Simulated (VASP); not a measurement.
# Au (Pm-3m) in VASP: a series of runs

One crystal, Au, is run at these levels: PW91, r2SCAN, SCAN, TPSS, TB-mBJ; tasks: band structure.

Everything below comes from runs of VASP 6.6.1. Logs are shortened: lines on timing, memory, paths and dates and some standing lists are left out, and cuts for length are marked.

### 1 The structure

Symmetry: Pm-3m, No. 221, cubic system. Conventional cell: a = 2.748 Å, b = 2.748 Å, c = 2.748 Å, α = 90.00°, β = 90.00°, γ = 90.00°. Au (site symmetry m-3m) has 6 Au at 2.75 Å as nearest neighbours.

The cell was built by a generator and needn't be a form met in nature.

### 2 Band structure, PW91

The input, INCAR:

```
PREC     = Accurate       # precision mode
ENCUT    = 520            # plane-wave cutoff, eV
EDIFF    = 1E-6           # SCF threshold, eV
ISMEAR   = -1             # smearing method
SIGMA    = 0.05           # smearing width, eV
LREAL    = F              # projectors in reciprocal space
LASPH    = T              # aspherical terms in the spheres
NELM     = 100            # most SCF steps
ALGO     = Fast           # electronic algorithm
ISIF     = 2              # what is computed and relaxed
LWAVE    = F              # write WAVECAR
LCHARG   = F              # write CHGCAR
LMAXMIX  = 4              # l up to which the mixer works
GGA      = 91             # functional
```

The input, KPOINTS:

```
regular mesh
0
Gamma
  10 10 10
```

The input, POSCAR:

```
Au
1.0
    2.7484100000      0.0000000000      0.0000000000
    0.0000000000      2.7484100000      0.0000000000
    0.0000000000      0.0000000000      2.7484100000
Au
1
Direct
    0.5000000000      0.5000000000      0.5000000000
```

The input, KPOINTS_OPT:

```
path GXMGRX,MR
15
line-mode
reciprocal
 0.0000000000  0.0000000000  0.0000000000  G
 0.0000000000  0.5000000000  0.0000000000  X

 0.0000000000  0.5000000000  0.0000000000  X
 0.5000000000  0.5000000000  0.0000000000  M

 0.5000000000  0.5000000000  0.0000000000  M
 0.0000000000  0.0000000000  0.0000000000  G

 0.0000000000  0.0000000000  0.0000000000  G
 0.5000000000  0.5000000000  0.5000000000  R

 0.5000000000  0.5000000000  0.5000000000  R
 0.0000000000  0.5000000000  0.0000000000  X

 0.5000000000  0.5000000000  0.0000000000  M
 0.5000000000  0.5000000000  0.5000000000  R
```

Potentials or basis: VASP PAW PBE potentials, release 64 (Au).

Launch:

```console
$ cat potpaw_PBE.64/Au/POTCAR > POTCAR
$ mpirun -np 1 vasp_std > vasp.out
```

OUTCAR:

```text
PREC = Accurate
   ENCUT = 520
   EDIFF = 1E-6
   ISMEAR = -1
   LREAL = F
   LASPH = T
   NELM = 100
   ISIF = 2
   GGA = 91

 ion  position               nearest neighbor table
   1  0.500  0.500  0.500-

  LATTYP: Found a simple cubic cell.
 ALAT       =     2.7484100000

  Lattice vectors:

 A1 = (   2.7484100000,   0.0000000000,   0.0000000000)
 A2 = (   0.0000000000,   2.7484100000,   0.0000000000)
 A3 = (   0.0000000000,   0.0000000000,   2.7484100000)

Analysis of symmetry for initial positions (statically):
=====================================================================
 Subroutine PRICEL returns:
 Original cell was already a primitive cell.

 Routine SETGRP: Setting up the symmetry group for a
 simple cubic supercell.

 Subroutine GETGRP returns: Found 48 space group operations
 (whereof 48 operations were pure point group operations)
 out of a pool of 48 trial point group operations.

The static configuration has the point symmetry O_h .

Analysis of symmetry for dynamics (positions and initial velocities):
=====================================================================
 Subroutine PRICEL returns:
 Original cell was already a primitive cell.

 Routine SETGRP: Setting up the symmetry group for a
 simple cubic supercell.

 Subroutine GETGRP returns: Found 48 space group operations
 (whereof 48 operations were pure point group operations)
 out of a pool of 48 trial point group operations.

The dynamic configuration has the point symmetry O_h .

 Subroutine INISYM returns: Found 48 space group operations
 (whereof 48 operations are pure point group operations),
 and found     1 'primitive' translations

----------------------------------------------------------------------------------------

                                     Primitive cell

  volume of cell :      20.7608

  direct lattice vectors                    reciprocal lattice vectors
     2.748410000  0.000000000  0.000000000     0.363846733  0.000000000  0.000000000
     0.000000000  2.748410000  0.000000000     0.000000000  0.363846733  0.000000000
     0.000000000  0.000000000  2.748410000     0.000000000  0.000000000  0.363846733

  length of vectors
     2.748410000  2.748410000  2.748410000     0.363846733  0.363846733  0.363846733

  position of ions in fractional coordinates (direct lattice)
     0.500000000  0.500000000  0.500000000

  ion indices of the primitive-cell ions
   primitive index   ion index
                 1           1

----------------------------------------------------------------------------------------

 KPOINTS: regular mesh

Automatic generation of k-mesh.
 Grid dimensions read from file:
 generate k-points for:   10   10   10

 Generating k-lattice:

  Cartesian coordinates                     Fractional coordinates (reciprocal lattice)
     0.036384673  0.000000000  0.000000000     0.100000000  0.000000000  0.000000000
     0.000000000  0.036384673  0.000000000     0.000000000  0.100000000  0.000000000
     0.000000000  0.000000000  0.036384673     0.000000000  0.000000000  0.100000000

  Length of vectors
     0.036384673  0.036384673  0.036384673

  Shift w.r.t. Gamma in fractional coordinates (k-lattice)
     0.000000000  0.000000000  0.000000000

 Subroutine IBZKPT returns following result:
 ===========================================

 Found     56 irreducible k-points:

 Following reciprocal coordinates:
            Coordinates               Weight
  0.000000  0.000000  0.000000      1.000000
  0.100000  0.000000  0.000000      6.000000
  0.200000  0.000000  0.000000      6.000000
  0.300000  0.000000  0.000000      6.000000
  0.400000  0.000000  0.000000      6.000000
  0.500000  0.000000  0.000000      3.000000
[... 16 lines left out ...]
  0.200000  0.100000  0.100000     24.000000
  0.300000  0.100000  0.100000     24.000000
 [... further k-points ...]
   k-points           NKPTS =     56   k-points in BZ     NKDIM =     56   number of bands    NBANDS=      9
   number of dos      NEDOS =    301   number of ions     NIONS =      1
[... 43 lines left out ...]

 E-fermi :   6.2827     XC(G=0): -11.4649

 val. band max:        6.1836594364   @ k =   0.4000   0.3000   0.0000
 cond. band min:       6.3438930518   @ k =   0.4000   0.2000   0.2000
 fundamental gap:      0.1602336154
 Fermi energy:         6.2827482411

 k-point     1 :       0.0000    0.0000    0.0000
  band No.  band energies     occupation
      1      -1.4751      2.00000
      2       0.6521      2.00000
      3       0.6521      2.00000
      4       4.8371      2.00000
      5       4.8371      2.00000
      6       4.8371      2.00000
      7      20.0923      0.00000
      8      20.0923      0.00000
      9      20.0923      0.00000

 k-point     2 :       0.1000    0.0000    0.0000
  band No.  band energies     occupation
      1      -1.2377      2.00000
      2       0.6883      2.00000
      3       0.8446      2.00000
      4       4.6802      2.00000
      5       4.6802      2.00000
      6       4.8499      2.00000
      7      18.3466      0.00000
      8      20.4848      0.00000
      9      20.4848      0.00000

 k-point     3 :       0.2000    0.0000    0.0000
  band No.  band energies     occupation
      1      -0.6480      2.00000
      2       0.7843      2.00000
      3       1.4902      2.00000
      4       4.2934      2.00000
      5       4.2934      2.00000
      6       4.8834      2.00000
      7      15.4462      0.00000
      8      21.5492      0.00000
      9      21.5492      0.00000

 k-point     4 :       0.3000    0.0000    0.0000
  band No.  band energies     occupation
      1      -0.0160      2.00000
      2       0.9063      2.00000
      3       2.7306      2.00000
      4       3.8552      2.00000
      5       3.8552      2.00000
      6       4.9251      2.00000
      7      12.5790      0.00000
      8      23.0114      0.00000
      9      23.0117      0.00000
[... 205 lines left out ...]
 k-point    22 :       0.1000    0.1000    0.1000
  band No.  band energies     occupation
      1      -0.7474      2.00000
      2       0.9855      2.00000
      3       0.9855      2.00000
      4       4.5002      2.00000
      5       4.5489      2.00000
      6       4.5489      2.00000
      7      18.5537      0.00000
      8      19.3134      0.00000
      9      19.3134      0.00000

 k-point    23 :       0.2000    0.1000    0.1000
  band No.  band energies     occupation
      1      -0.1435      2.00000
      2       1.0818      2.00000
      3       1.5965      2.00000
      4       4.1371      2.00000
      5       4.1487      2.00000
      6       4.5771      2.00000
      7      16.0751      0.00000
      8      19.6760      0.00000
      9      20.2633      0.00000

 k-point    24 :       0.3000    0.1000    0.1000
  band No.  band energies     occupation
      1       0.4737      2.00000
      2       1.2068      2.00000
      3       2.6142      2.00000
      4       3.6695      2.00000
      5       3.9726      2.00000
      6       4.6285      2.00000
      7      13.1661      0.00000
      8      20.7814      0.00000
      9      21.4479      0.00000

 [... further k-points ...]

------------------------ aborting loop because EDIFF is reached ----------------------------------------

  FORCE on cell =-STRESS in cart. coord.  units (eV):
  Direction    XX          YY          ZZ          XY          YZ          ZX
  --------------------------------------------------------------------------------------
  -------------------------------------------------------------------------------------
  Total        0.0764229      0.0764229      0.0764229      0.0000000     -0.0000000      0.0000000
  in kB        5.8977956      5.8977956      5.8977956      0.0000000     -0.0000000      0.0000000
  external PRESSURE =       5.8977956 kB  Pullay stress =       0.0000000 kB

 VOLUME and BASIS-vectors are now :
 -----------------------------------------------------------------------------
  energy-cutoff  :      520.00
  volume of cell :       20.76
      direct lattice vectors                 reciprocal lattice vectors
     2.748410000  0.000000000  0.000000000     0.363846733  0.000000000  0.000000000
     0.000000000  2.748410000  0.000000000     0.000000000  0.363846733  0.000000000
     0.000000000  0.000000000  2.748410000     0.000000000  0.000000000  0.363846733

 POSITION                                       TOTAL-FORCE (eV/Angst)
 -----------------------------------------------------------------------------------
      1.37420      1.37420      1.37420         0.000000      0.000000      0.000000
 -----------------------------------------------------------------------------------
    total drift:                               -0.000000      0.000000     -0.000000

  FREE ENERGIE OF THE ION-ELECTRON SYSTEM (eV)
  ---------------------------------------------------
  free  energy   TOTEN  =        -3.0571281241 eV

  energy  without entropy=       -3.0538269689  energy(sigma->0) =       -3.05547755
```

Run time: 13 s. Hardware: 1 thread of Intel Xeon Platinum 8375C at 2.90GHz (Ice Lake), shared host; peak memory 0.14 GiB.

What came out:

```yaml
Free_energy: -3.0571 eV
Pressure: 0.6 GPa
Band_gap_along_the_path: none (metal or under the smearing width)
```

Levels at the corners of the path, in eV from the Fermi level:
| point | band 1 | band 2 | band 3 | band 4 | band 5 | band 6 | band 7 | band 8 | band 9 |
| --- | --- | --- | --- | --- | --- | --- | --- | --- | --- |
| Γ | -7.76 | -5.63 | -5.63 | -1.45 | -1.45 | -1.45 | 13.81 | 13.81 | 13.81 |
| X | -5.70 | -5.24 | -2.88 | -2.88 | -1.31 | -0.42 | 2.05 | 16.30 | 18.42 |
| X | -5.70 | -5.24 | -2.88 | -2.88 | -1.31 | -0.42 | 2.05 | 16.30 | 18.42 |
| M | -5.56 | -4.89 | -2.62 | -2.62 | -0.30 | 3.83 | 3.83 | 6.40 | 11.48 |
| M | -5.56 | -4.89 | -2.62 | -2.62 | -0.30 | 3.83 | 3.83 | 6.40 | 11.48 |
| Γ | -7.76 | -5.63 | -5.63 | -1.45 | -1.45 | -1.45 | 13.81 | 13.81 | 13.81 |
| Γ | -7.76 | -5.63 | -5.63 | -1.45 | -1.45 | -1.45 | 13.81 | 13.81 | 13.81 |
| R | -4.90 | -4.90 | -4.90 | -0.21 | -0.21 | 8.40 | 8.40 | 8.40 | 10.17 |
| R | -4.90 | -4.90 | -4.90 | -0.21 | -0.21 | 8.40 | 8.40 | 8.40 | 10.17 |
| X | -5.70 | -5.24 | -2.88 | -2.88 | -1.31 | -0.42 | 2.05 | 16.30 | 18.42 |
| M | -5.56 | -4.89 | -2.62 | -2.62 | -0.30 | 3.83 | 3.83 | 6.40 | 11.48 |
| R | -4.90 | -4.90 | -4.90 | -0.21 | -0.21 | 8.40 | 8.40 | 8.40 | 10.17 |

Caveat: the PAW data sets were made with another functional, which shifts forces and pressure a little; spin-orbit coupling is left out, which moves the levels of the heavy elements.

(Continued in part 2 of 2.)
